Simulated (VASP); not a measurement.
# CdSe (F-43m) in VASP: further runs

One crystal, CdSe, is run at these levels: PBE, PBEsol; tasks: single point.

All numbers are computed with VASP 6.6.1; they aren't measurements. Logs are shortened: lines on timing, memory, paths and dates and some standing lists are left out, and cuts for length are marked.

### 1 The structure

It takes space group F-43m (No. 216, cubic). Conventional cell: a = 6.141 Å, b = 6.141 Å, c = 6.141 Å, α = 90.00°, β = 90.00°, γ = 90.00°. Cd (site symmetry -43m) has 4 Se at 2.66 Å as nearest neighbours. Around Se (site symmetry -43m) lie 4 Cd at 2.66 Å.

Measurements of this composition are mostly on another form, of space group No. 186.

### 2 Single point, PBE

The input, INCAR:

```
SYSTEM = CdSe
  PREC = Accurate
  ENCUT = 520
  EDIFF = 1E-6
  ISMEAR = 0
  SIGMA = 0.025
  LREAL = .FALSE.
  LASPH = .TRUE.
  NELM = 80
  ALGO = Normal
  ISIF = 2
  LWAVE = .FALSE.
  LCHARG = .FALSE.
  GGA = PE
```

The input, KPOINTS:

```
Automatic mesh
0
G
  8 8 8
  0 0 0
```

The input, POSCAR:

```
CdSe
1.0
    0.0000000000      3.0702711986      3.0702711986
    3.0702711986      0.0000000000      3.0702711986
    3.0702711986      3.0702711986      0.0000000000
Cd Se
1 1
Direct
    0.0000000000      0.0000000000      0.0000000000
    0.2500000000      0.2500000000      0.2500000000
```

Potentials or basis: VASP PAW PBE potentials, release 64 (Cd, Se).

The run is started by

```
$ cat potpaw_PBE.64/Cd/POTCAR potpaw_PBE.64/Se/POTCAR > POTCAR
$ mpirun -np 1 vasp_std > vasp.out
```

OUTCAR:

```text
SYSTEM = CdSe
   PREC = Accurate
   ENCUT = 520
   EDIFF = 1E-6
   ISMEAR = 0
   LREAL = .FALSE.
   LASPH = .TRUE.
   NELM = 80
   ISIF = 2
   GGA = PE

 ion  position               nearest neighbor table
   1  0.000  0.000  0.000-   2 2.66   2 2.66   2 2.66   2 2.66
   2  0.250  0.250  0.250-   1 2.66   1 2.66   1 2.66   1 2.66

  LATTYP: Found a face centered cubic cell.
 ALAT       =     6.1405423972

  Lattice vectors:

 A1 = (   0.0000000000,   3.0702711986,   3.0702711986)
 A2 = (   3.0702711986,   0.0000000000,   3.0702711986)
 A3 = (   3.0702711986,   3.0702711986,   0.0000000000)

Analysis of symmetry for initial positions (statically):
=====================================================================
 Subroutine PRICEL returns:
 Original cell was already a primitive cell.

 Routine SETGRP: Setting up the symmetry group for a
 face centered cubic supercell.

 Subroutine GETGRP returns: Found 24 space group operations
 (whereof 24 operations were pure point group operations)
 out of a pool of 48 trial point group operations.

The static configuration has the point symmetry T_d .

Analysis of symmetry for dynamics (positions and initial velocities):
=====================================================================
 Subroutine PRICEL returns:
 Original cell was already a primitive cell.

 Routine SETGRP: Setting up the symmetry group for a
 face centered cubic supercell.

 Subroutine GETGRP returns: Found 24 space group operations
 (whereof 24 operations were pure point group operations)
 out of a pool of 48 trial point group operations.

The dynamic configuration has the point symmetry T_d .

 Subroutine INISYM returns: Found 24 space group operations
 (whereof 24 operations are pure point group operations),
 and found     1 'primitive' translations

----------------------------------------------------------------------------------------

                                     Primitive cell

  volume of cell :      57.8842

  direct lattice vectors                    reciprocal lattice vectors
     0.000000000  3.070271199  3.070271199    -0.162852063  0.162852063  0.162852063
     3.070271199  0.000000000  3.070271199     0.162852063 -0.162852063  0.162852063
     3.070271199  3.070271199  0.000000000     0.162852063  0.162852063 -0.162852063

  length of vectors
     4.342019169  4.342019169  4.342019169     0.282068048  0.282068048  0.282068048

  position of ions in fractional coordinates (direct lattice)
     0.000000000  0.000000000  0.000000000
     0.250000000  0.250000000  0.250000000

  ion indices of the primitive-cell ions
   primitive index   ion index
                 1           1
                 2           2

----------------------------------------------------------------------------------------

 KPOINTS: Automatic mesh

Automatic generation of k-mesh.
 Grid dimensions read from file:
 generate k-points for:    8    8    8

 Generating k-lattice:

  Cartesian coordinates                     Fractional coordinates (reciprocal lattice)
    -0.020356508  0.020356508  0.020356508     0.125000000  0.000000000  0.000000000
     0.020356508 -0.020356508  0.020356508     0.000000000  0.125000000  0.000000000
     0.020356508  0.020356508 -0.020356508     0.000000000  0.000000000  0.125000000

  Length of vectors
     0.035258506  0.035258506  0.035258506

  Shift w.r.t. Gamma in fractional coordinates (k-lattice)
     0.000000000  0.000000000  0.000000000

 Subroutine IBZKPT returns following result:
 ===========================================

 Found     29 irreducible k-points:

 Following reciprocal coordinates:
            Coordinates               Weight
  0.000000  0.000000  0.000000      1.000000
  0.125000  0.000000  0.000000      8.000000
  0.250000  0.000000  0.000000      8.000000
  0.375000  0.000000  0.000000      8.000000
  0.500000  0.000000  0.000000      4.000000
  0.125000  0.125000  0.000000      6.000000
[... 16 lines left out ...]
  0.500000  0.250000  0.125000     48.000000
 -0.375000  0.250000  0.125000     24.000000
 [... further k-points ...]
   k-points           NKPTS =     29   k-points in BZ     NKDIM =     29   number of bands    NBANDS=     13
   number of dos      NEDOS =    301   number of ions     NIONS =      2
   total plane-waves  NPLWV =  32768
   dimension x,y,z NGX =    32 NGY =   32 NGZ =   32
   dimension x,y,z NGXF=    64 NGYF=   64 NGZF=   64
   ions per type =               1   1
   NGX,Y,Z   is equivalent  to a cutoff of  12.25, 12.25, 12.25 a.u.
   NGXF,Y,Z  is equivalent  to a cutoff of  24.50, 24.50, 24.50 a.u.
 SYSTEM =  CdSe
   PREC   = accura    normal or accurate (medium, high low for compatibility)
   ISTART =      0    job   : 0-new  1-cont  2-samecut
   ICHARG =      2    charge: 1-file 2-atom 10-const
   ISPIN  =      1    spin polarized calculation?
   LNONCOLLINEAR =      F non collinear calculations
   LSORBIT =      F    spin-orbit coupling
   LASPH  =      T    aspherical Exc in radial PAW
   ENCUT  =  520.0 eV  38.22 Ry    6.18 a.u.   8.07  8.07  8.07*2*pi/ulx,y,z
   NELM   =     80;   NELMIN=  2; NELMDL= -5     # of ELM steps
   EDIFF  = 0.1E-05   stopping-criterion for ELM
   LREAL  =      F    real-space projection
   EDIFFG = 0.1E-04   stopping-criterion for IOM
   NSW    =      0    number of steps for IOM
   IBRION =     -1    ionic relax: 0-MD 1-quasi-New 2-CG
   NFREE  =      0    steps in history (QN), initial steepest desc. (CG)
   ISIF   =      2    stress and relaxation
   ISYM   =      2    0-nonsym 1-usesym 2-fastsym
   POTIM  = 0.5000    time-step for ionic-motion
   TEBEG  =    0.0;   TEEND  =   0.0 temperature during run
   PSTRESS=    0.0 pullay stress
   NELECT =      18.0000    total number of electrons
   NUPDOWN=      -1.0000    fix difference up-down
   EMIN   =  10.00;   EMAX   =-10.00  energy-range for DOS
   EFERMI =   0.00;   METHOD = LEGACY
   ISMEAR =     0;   SIGMA  =   0.03  broadening in eV -4-tet -1-fermi 0-gaus
   EFERMI_NEDOS =   21; number of points for ismear=-14 and -15
   IALGO  =     38    algorithm
   IMIX   =      4    mixing-type and parameters
     AMIX     =   0.40;   BMIX     =  1.00
     AMIX_MAG =   1.60;   BMIX_MAG =  1.00
  volume/ion in A,a.u.               =      28.94       195.31
  Fermi-wavevector in a.u.,A,eV,Ry     =   1.109121  2.095935 16.737199  1.230149
  Thomas-Fermi vector in A             =   2.245657
   LORBIT       =      0    0 simple, 1 ext, 2 COOP (PROOUT), +10 PAW based schemes
   GGA     = PE    functional components
   LHFCALC =     F    Hartree Fock is set to
   AEXX    =    0.0000 exact exchange contribution
   IVDW    =     0    specifies the selected vdW correction
   LEPSILON=     F    determine dielectric tensor
   LRPA    =     F    only Hartree local field effects (RPA)
 non-spin polarized calculation
 Gauss-broadening in eV      SIGMA  =   0.03
  energy-cutoff  :      520.00
  volume of cell :       57.88
 maximum number of plane-waves:      1588
   NGX = 17   NGY = 17   NGZ = 17

 number of electron      18.0000008 magnetization

 Free energy of the ion-electron system (eV)
  ---------------------------------------------------
  ext. energy  EPLUGINS =         0.00000000
  ---------------------------------------------------
  free energy    TOTEN  =        -5.49046528 eV

  energy without entropy =       -5.49046528  energy(sigma->0) =       -5.49046528

 E-fermi :   0.8535     XC(G=0):  -8.7560

 val. band max:        0.7191454140   @ k =   0.0000   0.0000   0.0000
 cond. band min:       1.2687723547   @ k =   0.0000   0.0000   0.0000
 fundamental gap:      0.5496269407
 Fermi energy:         0.8534526799

 k-point     1 :       0.0000    0.0000    0.0000
  band No.  band energies     occupation
      1     -11.7179      2.00000
      2      -7.1233      2.00000
      3      -7.1233      2.00000
      4      -7.1233      2.00000
      5      -6.7788      2.00000
      6      -6.7788      2.00000
      7       0.7191      2.00000
      8       0.7191      2.00000
      9       0.7191      2.00000
     10       1.2688      0.00000
     11       6.6523      0.00000
     12       6.6523      0.00000
     13       6.6523      0.00000

 k-point     2 :       0.1250    0.0000    0.0000
  band No.  band energies     occupation
      1     -11.6677      2.00000
      2      -7.1074      2.00000
      3      -7.1074      2.00000
      4      -7.0768      2.00000
      5      -6.7796      2.00000
      6      -6.7796      2.00000
      7      -0.4712      2.00000
      8       0.6007      2.00000
      9       0.6007      2.00000
     10       2.2664      0.00000
     11       6.4359      0.00000
     12       6.8478      0.00000
     13       6.8478      0.00000

 k-point     3 :       0.2500    0.0000    0.0000
  band No.  band energies     occupation
      1     -11.5453      2.00000
      2      -7.0727      2.00000
      3      -7.0727      2.00000
      4      -6.9217      2.00000
      5      -6.7768      2.00000
      6      -6.7768      2.00000
      7      -1.8756      2.00000
      8       0.3387      2.00000
      9       0.3387      2.00000
     10       2.9650      0.00000
     11       6.6420      0.00000
     12       7.1554      0.00000
     13       7.1554      0.00000

 k-point     4 :       0.3750    0.0000    0.0000
  band No.  band energies     occupation
      1     -11.4215      2.00000
      2      -7.0452      2.00000
      3      -7.0452      2.00000
      4      -6.7651      2.00000
      5      -6.7651      2.00000
      6      -6.6664      2.00000
      7      -3.0209      2.00000
      8       0.1021      2.00000
      9       0.1021      2.00000
     10       3.0919      0.00000
     11       7.1973      0.00000
     12       7.1973      0.00000
     13       7.5462      0.00000

 k-point     5 :       0.5000    0.0000    0.0000
  band No.  band energies     occupation
      1     -11.3700      2.00000
      2      -7.0363      2.00000
      3      -7.0363      2.00000
      4      -6.7571      2.00000
      5      -6.7571      2.00000
      6      -6.5049      2.00000
      7      -3.5052      2.00000
      8       0.0098      2.00000
      9       0.0098      2.00000
     10       3.0761      0.00000
     11       7.1545      0.00000
     12       7.1545      0.00000
     13       8.0588      0.00000
[... 257 lines left out ...]
 k-point    22 :       0.3750    0.2500    0.1250
  band No.  band energies     occupation
      1     -11.4547      2.00000
      2      -7.0341      2.00000
      3      -7.0163      2.00000
      4      -6.8745      2.00000
      5      -6.7696      2.00000
      6      -6.7342      2.00000
      7      -2.1980      2.00000
      8      -0.6152      2.00000
      9      -0.0121      2.00000
     10       4.0970      0.00000
     11       5.6043      0.00000
     12       7.2555      0.00000
     13       8.1133      0.00000

 k-point    23 :       0.5000    0.2500    0.1250
  band No.  band energies     occupation
      1     -11.3565      2.00000
      2      -7.0076      2.00000
      3      -6.9915      2.00000
      4      -6.8190      2.00000
      5      -6.7583      2.00000
      6      -6.5537      2.00000
      7      -2.9251      2.00000
      8      -1.0546      2.00000
      9      -0.2956      2.00000
     10       4.4681      0.00000
     11       6.0947      0.00000
     12       7.0569      0.00000
     13       8.4692      0.00000

 k-point    24 :      -0.3750    0.2500    0.1250
  band No.  band energies     occupation
      1     -11.3159      2.00000
      2      -7.0026      2.00000
      3      -6.9803      2.00000
      4      -6.7960      2.00000
      5      -6.7635      2.00000
      6      -6.4246      2.00000
      7      -3.2717      2.00000
      8      -1.1726      2.00000
      9      -0.4397      2.00000
     10       4.5097      0.00000
     11       6.1937      0.00000
     12       7.4939      0.00000
     13       8.6553      0.00000

 [... further k-points ...]
[... 5 lines left out ...]
  --------------------------------------------------------------------------------------
  -------------------------------------------------------------------------------------
  Total        0.5664919      0.5664919      0.5664919      0.0000000      0.0000000      0.0000000
  in kB       15.6799292     15.6799292     15.6799292      0.0000000      0.0000000      0.0000000
  external PRESSURE =      15.6799292 kB  Pullay stress =       0.0000000 kB

 VOLUME and BASIS-vectors are now :
 -----------------------------------------------------------------------------
  energy-cutoff  :      520.00
  volume of cell :       57.88
      direct lattice vectors                 reciprocal lattice vectors
     0.000000000  3.070271199  3.070271199    -0.162852063  0.162852063  0.162852063
     3.070271199  0.000000000  3.070271199     0.162852063 -0.162852063  0.162852063
     3.070271199  3.070271199  0.000000000     0.162852063  0.162852063 -0.162852063

 POSITION                                       TOTAL-FORCE (eV/Angst)
 -----------------------------------------------------------------------------------
      0.00000      0.00000      0.00000        -0.000000     -0.000000     -0.000000
      1.53514      1.53514      1.53514         0.000000      0.000000      0.000000
 -----------------------------------------------------------------------------------
    total drift:                               -0.000001     -0.000001     -0.000000

  FREE ENERGIE OF THE ION-ELECTRON SYSTEM (eV)
  ---------------------------------------------------
  free  energy   TOTEN  =        -5.4904652755 eV

  energy  without entropy=       -5.4904652755  energy(sigma->0) =       -5.49046528
```

Run time: 7.8 s. Hardware: 1 thread of Intel Xeon 6975P-C (Granite Rapids), shared host; peak memory 0.18 GiB.

Results:

```
Free energy            : -5.4905 eV
Pressure               : 1.6 GPa
Band gap on the k mesh : 0.55 eV, direct
```

Levels at points of the mesh, in eV from the valence-band top:
| k point | band 6 | band 7 | band 8 | band 9 | band 10 | band 11 | band 12 | band 13 |
| --- | --- | --- | --- | --- | --- | --- | --- | --- |
| (0.00, 0.00, 0.00) | -7.50 | 0.00 | 0.00 | 0.00 | 0.55 | 5.93 | 5.93 | 5.93 |
| (0.50, 0.00, 0.00) | -7.22 | -4.22 | -0.71 | -0.71 | 2.36 | 6.44 | 6.44 | 7.34 |
| (0.50, 0.50, 0.00) | -7.16 | -3.95 | -1.76 | -1.76 | 3.19 | 3.73 | 8.98 | 10.05 |

### 3 Single point, PBE

The input, INCAR:

```
PREC = Accurate
ENCUT = 500
EDIFF = 1E-6
ISMEAR = 0
SIGMA = 0.02
LREAL = False
LASPH = True
NELM = 60
ALGO = Fast
ISIF = 2
LWAVE = False
LCHARG = False
GGA = PE
```

The input, KPOINTS:

```
Automatic mesh
0
Gamma
  4 4 4
```

POSCAR is that of step 2.

Potentials or basis: VASP PAW PBE potentials, release 64 (Cd_GW, Se_GW).

The run is started by

```
$ cat potpaw_PBE.64/Cd_GW/POTCAR potpaw_PBE.64/Se_GW/POTCAR > POTCAR
$ mpirun -np 1 vasp_std > vasp.out
```

Wall time 13 s (1 thread of AMD EPYC 9R14 (Zen 4), shared host); peak memory 0.15 GiB.

It converged, with:

* Free energy: -5.4765 eV
* Pressure: 1.5 GPa
* Band gap on the k mesh: 0.53 eV, direct

Levels at points of the mesh, in eV from the valence-band top:
| k point | band 5 | band 6 | band 7 | band 8 | band 9 | band 10 | band 11 | band 12 | band 13 |
| --- | --- | --- | --- | --- | --- | --- | --- | --- | --- |
| (0.00, 0.00, 0.00) | -7.53 | -7.53 | 0.00 | 0.00 | 0.00 | 0.53 | 5.92 | 5.92 | 5.92 |
| (0.50, 0.00, 0.00) | -7.51 | -7.25 | -4.23 | -0.71 | -0.71 | 2.34 | 6.42 | 6.42 | 7.32 |
| (0.50, 0.50, 0.00) | -7.47 | -7.19 | -3.96 | -1.76 | -1.76 | 3.18 | 3.72 | 8.95 | 10.03 |

Caveat: the k mesh is coarse (spacing up to 0.44 Å⁻¹), so the values aren't converged.

(Continued in part 2 of 2.)
